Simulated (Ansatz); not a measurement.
**Cu: how settings move the results**

An exercise on one series of results from a longer session: the logs are not shown, and one member is left open.

Computed with Ansatz 0.2.0 (DFT PBEsol, scalar-relativistic, plane waves, PAW, unless a step's input says otherwise).

1 further run of the same task is left out (set aside as unsound or not needed). Runs told in other sessions of the task aren't counted.

**Starting point**

It takes space group I4/mmm (No. 139, tetragonal). The conventional cell has a = 2.886 Å, b = 2.886 Å, c = 2.752 Å, α = 90.00°, β = 90.00°, γ = 90.00°. Cu (site symmetry 4/mmm) has 10 Cu at 2.46 to 2.75 Å in its first shell of neighbours.

Coordinates:

```
CELL_PARAMETERS angstrom
-1.44279 1.44279 1.37608
1.44279 -1.44279 1.37608
1.44279 1.44279 -1.37608
ATOMIC_POSITIONS crystal
Cu 0.00000 0.00000 0.00000
```

The structure comes from the Materials Project (structure only); it is used as listed.

**The base run, which the others are set against**

Contents of input.yaml:

```yaml
crystal:
  lattice:
    - [-1.44279332, 1.44279332, 1.37608145]
    - [1.44279332, -1.44279332, 1.37608145]
    - [1.44279332, 1.44279332, -1.37608145]
  atoms:
    - { symbol: Cu, position: [0.0, 0.0, 0.0] }
basis:
  ecutwfc: 420
kpoints:
  mp_grid: { grid: [20, 20, 20] }
hamiltonian:
  xc: pbesol
scf:
  occupations: { method: gaussian, width: 0.1 }
output:
  forces: true
  stress: true
  eigenvalues: true
  populations: true
```

Its results, from an earlier run: -6588.7320 eV/atom at zero smearing, pressure -1.42 GPa, largest force 0.000 eV/Å, no gap on the mesh, in 6 SCF cycles and 17 s.

Set-up of the first run:

Contents of input.yaml:

```yaml
crystal:
  lattice:
    - [-1.44279332, 1.44279332, 1.37608145]
    - [1.44279332, -1.44279332, 1.37608145]
    - [1.44279332, 1.44279332, -1.37608145]
  atoms:
    - { symbol: Cu, position: [0.0, 0.0, 0.0] }
basis:
  ecutwfc: 420
kpoints:
  mp_grid: { grid: [1, 1, 1] }
hamiltonian:
  xc: pbesol
scf:
  occupations: { method: gaussian, width: 0.1 }
output:
  forces: true
  stress: true
  eigenvalues: true
```

The run is started by

```
> ansatz run input.yaml --threads 1 --pin off --max-ram 2560MiB --backend cpu --events-out ev --progress --plain --runs-dir out
```

Steps of the session up to this table: K-point mesh: 1×1×1; K-point mesh set to 4×4×4; K-point mesh: 6×6×6; K-point mesh set to 8×8×8; K-point mesh set to 10×10×10; K-point mesh set to 12×12×12; K-point mesh set to 14×14×14; K-point mesh set to 16×16×16; K-point mesh set to 22×22×22; K-point mesh set to 26×26×26; K-point mesh: 30×30×30.

One of the session's tables, all rows but one given; the rest of the session is left out.

```
    mesh  ΔE (meV/atom)  pressure (GPa)
   1×1×1         -10012          -82.24
   4×4×4            195           -1.94
   6×6×6           71.3           -0.89
   8×8×8           38.4           -1.23
10×10×10              ?               ?
12×12×12           11.1           -1.55
14×14×14           6.60           -1.46
16×16×16           4.66           -1.45
20×20×20           1.76           -1.42
22×22×22           1.16           -1.44
26×26×26           0.55           -1.44
30×30×30           0.00           -1.44
```

**Question.** Estimate the row for 10×10×10.

**Answer.** ΔE (meV/atom): 21.3; pressure (GPa): -1.46. In the column «ΔE (meV/atom)» it lies between 12×12×12 (11.1) and 8×8×8 (38.4).

Caveats from the session: The error changes sign along the series, since a k mesh isn't variational, and a metal needs dense meshes to resolve its Fermi surface.
